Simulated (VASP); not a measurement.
# NiO: Hubbard U by linear response

NiO, Fm-3m (no. 225), 16 atoms in the cell. PBE, linear-response Hubbard U; PAW potentials Ni, O (PBE set).

Shifted element: Ni; Shifted shell (l): 2; Cell repeated: 2 × 2 × 1; Shifts (eV): -0.2, 0.2; Shifts on single spins too: yes.

## Input

INCAR.step1:
```
SYSTEM = NiO
PREC = Accurate
ENCUT = 450
EDIFF = 1E-7
NELM = 200
ALGO = Normal
ISMEAR = 0
SIGMA = 0.05
LREAL = .FALSE.
LASPH = .TRUE.
LMAXMIX = 4
LORBIT = 11
LWAVE = .TRUE.
LCHARG = .TRUE.
GGA = PE
ISPIN = 2
MAGMOM = 2 2 2 2 -2 -2 -2 -2 0 0 0 0 0 0 0 0
AMIX = 0.2
BMIX = 1E-4
AMIX_MAG = 0.8
BMIX_MAG = 1E-4
```

INCAR.step2, as INCAR.step1 but for:
```
- LWAVE = .TRUE.
- LCHARG = .TRUE.
+ LWAVE = .FALSE.
+ LCHARG = .FALSE.
+ LDAU = .TRUE.
+ LDAUTYPE = 3
+ LDAUL = 2 -1 -1
+ LDAUU = -0.2 0 0
+ LDAUJ = -0.2 0 0
+ LDAUPRINT = 1
+ ISTART = 1
+ ICHARG = 11
```

INCAR.step3, as INCAR.step2 but for:
```
- ICHARG = 11
+ ICHARG = 1
```

INCAR.step4, as INCAR.step3 but for:
```
- LDAUU = -0.2 0 0
- LDAUJ = -0.2 0 0
- ICHARG = 1
+ LDAUU = 0.2 0 0
+ LDAUJ = 0.2 0 0
+ ICHARG = 11
```

INCAR.step5, as INCAR.step4 but for:
```
- ICHARG = 11
+ ICHARG = 1
```

INCAR.step6, as INCAR.step5 but for:
```
- LDAUU = 0.2 0 0
- LDAUJ = 0.2 0 0
- ICHARG = 1
+ LDAUU = -0.2 0 0
+ LDAUJ = 0 0 0
+ ICHARG = 11
```

INCAR.step7, as INCAR.step6 but for:
```
- ICHARG = 11
+ ICHARG = 1
```

INCAR.step8, as INCAR.step7 but for:
```
- LDAUU = -0.2 0 0
- ICHARG = 1
+ LDAUU = 0.2 0 0
+ ICHARG = 11
```

INCAR.step9, as INCAR.step8 but for:
```
- ICHARG = 11
+ ICHARG = 1
```

INCAR.step10, as INCAR.step9 but for:
```
- LDAUU = 0.2 0 0
- LDAUJ = 0 0 0
- ICHARG = 1
+ LDAUU = 0 0 0
+ LDAUJ = -0.2 0 0
+ ICHARG = 11
```

INCAR.step11, as INCAR.step10 but for:
```
- ICHARG = 11
+ ICHARG = 1
```

INCAR.step12, as INCAR.step11 but for:
```
- LDAUJ = -0.2 0 0
- ICHARG = 1
+ LDAUJ = 0.2 0 0
+ ICHARG = 11
```

INCAR.step13, as INCAR.step12 but for:
```
- ICHARG = 11
+ ICHARG = 1
```

KPOINTS:
```
k-points
0
Gamma
  4 4 4
```

POSCAR:
```
NiO
1.0
    0.0000000000      4.1718032828      4.1718032828
    4.1718032828      0.0000000000      4.1718032828
    4.1718032828      2.0859016414     -2.0859016414
Ni Ni O
1 7 8
Direct
    0.0000000000      0.0000000000      0.0000000000
    0.0000000000      0.5000000000      0.0000000000
    0.5000000000      0.0000000000      0.0000000000
    0.5000000000      0.5000000000      0.0000000000
    0.2500000000      0.0000000000      0.5000000000
    0.2500000000      0.5000000000      0.5000000000
    0.7500000000      0.0000000000      0.5000000000
    0.7500000000      0.5000000000      0.5000000000
    0.3750000000      0.2500000000      0.2500000000
    0.3750000000      0.7500000000      0.2500000000
    0.8750000000      0.2500000000      0.2500000000
    0.8750000000      0.7500000000      0.2500000000
    0.1250000000      0.2500000000      0.7500000000
    0.1250000000      0.7500000000      0.7500000000
    0.6250000000      0.2500000000      0.7500000000
    0.6250000000      0.7500000000      0.7500000000
```

Commands (each step's output is kept before the next begins):
```
cat potpaw_PBE.64/Ni/POTCAR potpaw_PBE.64/Ni/POTCAR potpaw_PBE.64/O/POTCAR > POTCAR
cp INCAR.step1 INCAR
mpirun -np 8 vasp_std > vasp.out
cp CHGCAR CHGCAR.0
cp WAVECAR WAVECAR.0
cp INCAR.step2 INCAR
mpirun -np 8 vasp_std > vasp.out
cp CHGCAR.0 CHGCAR
cp WAVECAR.0 WAVECAR
cp INCAR.step3 INCAR
mpirun -np 8 vasp_std > vasp.out
cp CHGCAR.0 CHGCAR
cp WAVECAR.0 WAVECAR
cp INCAR.step4 INCAR
mpirun -np 8 vasp_std > vasp.out
cp CHGCAR.0 CHGCAR
cp WAVECAR.0 WAVECAR
cp INCAR.step5 INCAR
mpirun -np 8 vasp_std > vasp.out
cp CHGCAR.0 CHGCAR
cp WAVECAR.0 WAVECAR
cp INCAR.step6 INCAR
mpirun -np 8 vasp_std > vasp.out
cp CHGCAR.0 CHGCAR
cp WAVECAR.0 WAVECAR
cp INCAR.step7 INCAR
mpirun -np 8 vasp_std > vasp.out
cp CHGCAR.0 CHGCAR
cp WAVECAR.0 WAVECAR
cp INCAR.step8 INCAR
mpirun -np 8 vasp_std > vasp.out
cp CHGCAR.0 CHGCAR
cp WAVECAR.0 WAVECAR
cp INCAR.step9 INCAR
mpirun -np 8 vasp_std > vasp.out
cp CHGCAR.0 CHGCAR
cp WAVECAR.0 WAVECAR
cp INCAR.step10 INCAR
mpirun -np 8 vasp_std > vasp.out
cp CHGCAR.0 CHGCAR
cp WAVECAR.0 WAVECAR
cp INCAR.step11 INCAR
mpirun -np 8 vasp_std > vasp.out
cp CHGCAR.0 CHGCAR
cp WAVECAR.0 WAVECAR
cp INCAR.step12 INCAR
mpirun -np 8 vasp_std > vasp.out
cp CHGCAR.0 CHGCAR
cp WAVECAR.0 WAVECAR
cp INCAR.step13 INCAR
mpirun -np 8 vasp_std > vasp.out
```

## Result

- U (eV): 5.2
- U from spin-resolved response (eV): 5.2
- J from spin-resolved response (eV): 0.6
- Bare response (electrons/eV): 0.323
- Relaxed response (electrons/eV): 0.120

Electrons in the shifted shell, density kept fixed:

| Shift (eV) | Electrons |
|---|---|
| -0.20 | 8.203 |
| 0.00 | 8.267 |
| 0.20 | 8.332 |

Electrons in the shifted shell, density relaxed:

| Shift (eV) | Electrons |
|---|---|
| -0.20 | 8.243 |
| 0.00 | 8.267 |
| 0.20 | 8.291 |

Limits: The slopes are limited by the printed digits (0.001 electrons) and by how far each density was converged.

VASP 6.6.1 took 473 s on 8 cores (Intel Xeon Platinum 8559C (Emerald Rapids)), a shared host.
